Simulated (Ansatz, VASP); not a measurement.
## One calculation of ZrB2, two programs

Contents of POSCAR:

```
ZrB2
1.0
    3.1700000000      0.0000000000      0.0000000000
   -1.5850000000      2.7453005300      0.0000000000
    0.0000000000      0.0000000000      3.5330000000
Zr B
1 2
Direct
    0.0000000000      0.0000000000      0.0000000000
    0.3333333333      0.6666666667      0.5000000000
    0.6666666667      0.3333333333      0.5000000000
```

File INCAR.step1:

```
SYSTEM = ZrB2
ALGO = Normal
EDIFF = 1E-4
ENCUT = 520
GGA = PE
ISMEAR = 0
LASPH = .TRUE.
LCHARG = .FALSE.
LREAL = .FALSE.
LWAVE = .TRUE.
NBANDS = 16
NELM = 100
PREC = Accurate
SIGMA = 0.1
```

File INCAR.step2:

```
SYSTEM = ZrB2
ALGO = Normal
EDIFF = 1E-7
ENCUT = 520
ISIF = 2
ISMEAR = 0
ISTART = 1
LASPH = .TRUE.
LCHARG = .FALSE.
LMIXTAU = .TRUE.
LREAL = .FALSE.
LWAVE = .FALSE.
METAGGA = R2SCAN
NBANDS = 16
NELM = 100
PREC = Accurate
SIGMA = 0.1
```

KPOINTS

```
k-points
0
G
  6 6 6
  0 0 0
```

Input for Ansatz:

```yaml
crystal:
  lattice:
    - [3.17, 0.0, 0.0]
    - [-1.585, 2.74530053, 0.0]
    - [0.0, 0.0, 3.533]
  atoms:
    - { symbol: Zr, position: [0.0, 0.0, 0.0] }
    - { symbol: B, position: [0.3333333333, 0.6666666667, 0.5] }
    - { symbol: B, position: [0.6666666667, 0.3333333333, 0.5] }
basis:
  ecutwfc: 500
kpoints:
  mp_grid: { grid: [6, 6, 6] }
hamiltonian:
  xc: r2scan
scf:
  occupations: { method: gaussian, width: 0.1 }
output:
  forces: true
  stress: true
  eigenvalues: true
```

Alike in both runs: task single point; functional r2SCAN; k mesh 6 × 6 × 6; occupations gaussian, width 0.1 eV; no spin polarisation.

```csv
,VASP,Ansatz
version,VASP 6.6.1,Ansatz 0.2.0
potentials or method,"VASP PAW PBE potentials, release 64 (Zr_sv, B)","scalar-relativistic, plane waves, PAW"
plane-wave cutoff (eV),520,500
valence electrons in the cell,18,18
```

|  | VASP | Ansatz | Ansatz less VASP |
| --- | --- | --- | --- |
| gap on the k mesh at the Fermi level (eV) | none | none | - |
| pressure (GPa) | 1.1 | 1.0 | -0.09 |
| largest component of the traceless stress (GPa) | 0.23 | 0.22 | -0.010 |

A gap of «none» marks a metal or a gap that the smearing closes. The functional is the same, so the differences come from potentials, cutoffs and numerics.

Caveats: the k mesh is coarse (spacing up to 0.38 Å⁻¹), so the values aren't converged; the PAW data sets were made with another functional, which shifts forces and pressure a little (VASP).
